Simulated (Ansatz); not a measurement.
# Cu2O: under pressure

The task here is to estimate one member of a computed series from the others.

The COD entry's cell or inner coordinates are ideal or old and differ from later refinements, so a difference from it is no clean test against experiment.

Computed with Ansatz 0.2.0 (DFT PBEsol, scalar-relativistic, plane waves, PAW, unless a step's input says otherwise).

2 further runs of the same task are left out: 2 set aside as unsound or not needed.

### The system as given

It takes space group Pn-3m (No. 224, cubic). Conventional cell: a = 4.222 Å, b = 4.222 Å, c = 4.222 Å, α = 90.00°, β = 90.00°, γ = 90.00°. Cu (site symmetry -3m) has 2 O at 1.83 Å as nearest neighbours. O (site symmetry -43m) has 4 Cu at 1.83 Å as nearest neighbours.

As a file:

```cif
data_structure
_symmetry_space_group_name_H-M 'Pn-3m:1'
_symmetry_Int_Tables_number 224
_cell_length_a 4.2224
_cell_length_b 4.2224
_cell_length_c 4.2224
_cell_angle_alpha 90.000
_cell_angle_beta 90.000
_cell_angle_gamma 90.000
_cell_volume 75.28
loop_
_atom_site_label
_atom_site_type_symbol
_atom_site_symmetry_multiplicity
_atom_site_Wyckoff_symbol
_atom_site_fract_x
_atom_site_fract_y
_atom_site_fract_z
_atom_site_occupancy
Cu1 Cu 4 b 0.25000 0.25000 0.25000 1
O1 O 2 a 0.00000 0.00000 0.00000 1
```

It is the result of an earlier relaxation at this level (volume 12.55 Å³/atom; gap on the mesh: 0.56 eV).

Set-up of the first run:

File input.yaml:

```yaml
crystal:
  lattice:
    - [4.2361492373, 0.0, 0.0]
    - [0.0, 4.2361492373, 0.0]
    - [0.0, 0.0, 4.2361492373]
  atoms:
    - { symbol: Cu, position: [0.25, 0.25, 0.25] }
    - { symbol: Cu, position: [0.25, 0.75, 0.75] }
    - { symbol: Cu, position: [0.75, 0.75, 0.25] }
    - { symbol: Cu, position: [0.75, 0.25, 0.75] }
    - { symbol: O, position: [0.0, 0.0, 0.0] }
    - { symbol: O, position: [0.5, 0.5, 0.5] }
basis:
  ecutwfc: 420
kpoints:
  mp_grid: { grid: [8, 8, 8] }
hamiltonian:
  xc: pbesol
scf:
  occupations: { method: gaussian, width: 0.02 }
output:
  forces: true
  stress: true
  eigenvalues: true
relax:
  adjacent_minimum: "off"
  f_tol: 0.008
  max_steps: 50
  cell: { stress_tol: 0.08, p_target: -1.0 }
```

Launch:

```
ansatz run input.yaml --threads 1 --pin off --max-ram 2560MiB --backend cpu --events-out ev --progress --plain --runs-dir out
```

Steps of the session up to this table: Target pressure -1 GPa; Band edges over the zone at -1 GPa; Target pressure 1 GPa; The gap over the whole zone at 1 GPa; Relaxing at 4 GPa; The gap over the whole zone at 4 GPa; Relaxing at 12 GPa; Seeking the band edges at 12 GPa; Target pressure 25 GPa; The gap over the whole zone at 25 GPa; 50 GPa; The gap over the whole zone at 50 GPa; Target pressure 90 GPa.

One table of the session follows, with a row left open; its other results are not shown here.

It belongs to the step «Volume, cell and gap against pressure». Lengths are those of the vectors of the cell that was run:

```
P (GPa)  V (Å³/atom)  a (Å)  b (Å)  c (Å)  ΔH (eV/atom)
     -1        12.64  4.233  4.233  4.233        -0.079
      0        12.55  4.222  4.222  4.222         0.000
      1            ?      ?      ?      ?             ?
      4        12.19  4.182  4.182  4.182         0.309
     12        11.62  4.116  4.116  4.116         0.903
     25        10.93  4.033  4.033  4.033         1.816
     50        10.02  3.918  3.918  3.918         3.446
     90         9.09  3.793  3.793  3.793         5.823
```

**Question.** Estimate the row for P (GPa) = 1.

Worked estimate for «V (Å³/atom)». A straight line through the neighbours (0, 12.55) and (4, 12.19) gives 12.55 + (12.19 − 12.55) × (1 − 0) / (4 − 0) = 12.46; a parabola fitted to 4 rows on both sides gives 12.45.

**Answer.** V (Å³/atom): 12.45; a (Å): 4.212; b (Å): 4.212; c (Å): 4.212; ΔH (eV/atom): 0.078. In «V (Å³/atom)» the line misses by +0.01 and the parabola by 0.00.

ΔH is E + PV over the energy at zero pressure; a, b and c are the vectors of the computed cell.

Caveats from the session: The final runs have no spin polarisation, so no magnetic state was tried and one may lie lower.
